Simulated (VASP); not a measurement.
V:

```
V
1.0
     2.57339    0.00000    0.00000
    -1.28669    2.22862    0.00000
     0.00000    0.00000    4.64510
V
2
Cartesian
  0.0000 1.4858 1.1613
  1.2867 0.7429 3.4838
```

This isn't the form of V at room conditions, which is bcc.

Base run:

```yaml
Program: VASP 6.6.1
Functional: PBEsol
Potentials_or_basis: VASP PAW PBE potentials, release 64 (V_sv)
Cutoff: 700 eV
k_mesh: 18 × 18 × 10
Occupations: gaussian, width 0.1 eV
Spin: no spin polarisation
```

Its results: band gap on the k mesh none (metal or under the smearing width); pressure -0.1 GPa.

**Question.** The run is repeated on the same cell with these changes: cutoff from 700 eV to 520 eV; occupations from gaussian, width 0.1 eV to gaussian, width 0.5 eV. What comes out?

**Answer.** Band gap on the k mesh none (metal or under the smearing width); pressure 1.6 GPa.

Caveats: the PAW data sets were made with another functional, which shifts forces and pressure a little.

Not every run made on this cell is shown here.
